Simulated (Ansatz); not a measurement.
**Band table of Ti (beta tin type)**

```
Ti
1.0
    -1.82620    1.82620    1.04835
     1.82620   -1.82620    1.04835
     1.82620    1.82620   -1.04835
Ti
2
Direct
  0.62500 0.87500 0.75000
  0.37500 0.12500 0.25000
```

The cell comes from a relaxation on PAW files under the same functional, begun from a prototype that needn't be the stable phase.

Computed with Ansatz 0.2.0; functional PBE, scalar-relativistic. Settings: a Γ-centred 15×15×15 k mesh, Fermi–Dirac smearing of 0.1 eV, no spin polarisation. Methods: PAW: frozen-core files, cutoff 420 eV.

This run: volume at 0.4 of the series' base cell.

Path points, in fractions of the reciprocal vectors: Γ (0.000, 0.000, 0.000), X (0.000, 0.000, 0.500), M (-0.500, 0.500, 0.500), Z (0.332, 0.332, -0.332), Z0 (-0.332, 0.668, 0.332), P (0.250, 0.250, 0.250). The distance column jumps between branches of the path. Levels in eV from the Fermi level; bands 9 to 14, counted from the lowest band of the run. The gap is zero, the pressure 422.4 GPa.

```
# k(1/Å) point b9 b10 b11 b12 b13 b14
0.000 Γ -9.81 -4.02 -3.89 -2.36 -1.14 3.65
0.304 - -9.18 -3.71 -3.52 -2.74 -1.32 3.89
0.608 - -7.45 -3.64 -3.41 -2.41 -0.78 4.37
0.912 - -5.17 -4.11 -3.60 -0.64 -0.03 3.79
1.216 X -4.44 -4.44 -1.62 -1.62 1.60 1.60
1.521 - -4.25 -4.25 -1.27 -1.27 1.43 1.43
1.825 - -3.77 -3.77 -0.33 -0.33 1.19 1.19
2.129 - -3.31 -3.31 0.28 0.28 1.99 1.99
2.433 M -3.13 -3.13 0.32 0.32 3.81 3.81
2.863 - -3.63 -3.30 -0.75 -0.35 1.39 4.42
3.293 - -5.28 -4.16 -3.52 -1.42 1.83 4.53
3.723 - -8.58 -4.06 -2.98 -2.62 -1.19 3.97
4.153 Γ -9.81 -4.02 -3.89 -2.36 -1.14 3.65
4.651 - -9.06 -3.50 -2.33 -0.96 -0.96 0.08
5.149 - -6.92 -4.54 -4.54 -2.38 -0.09 4.61
5.647 - -5.56 -5.56 -3.74 -1.13 1.74 3.92
6.145 Z -3.96 -3.96 -0.40 -0.30 1.67 3.27
8.129 Z0 -3.96 -3.96 -0.40 -0.30 1.67 3.27
8.380 - -2.30 -2.30 -0.29 0.49 1.15 2.15
8.631 - -1.17 -0.69 -0.20 -0.20 0.25 1.32
8.882 - -2.58 -2.42 0.10 0.72 2.14 2.14
9.133 M -3.13 -3.13 0.32 0.32 3.81 3.81
10.350 X -4.44 -4.44 -1.62 -1.62 1.60 1.60
10.724 - -3.89 -3.89 -1.80 -1.80 1.58 1.58
11.099 - -4.40 -4.40 -2.11 -2.11 2.07 2.07
11.474 - -5.64 -5.64 -3.24 -3.24 2.57 2.57
11.848 P -6.17 -6.17 -3.81 -3.81 2.81 2.81
```
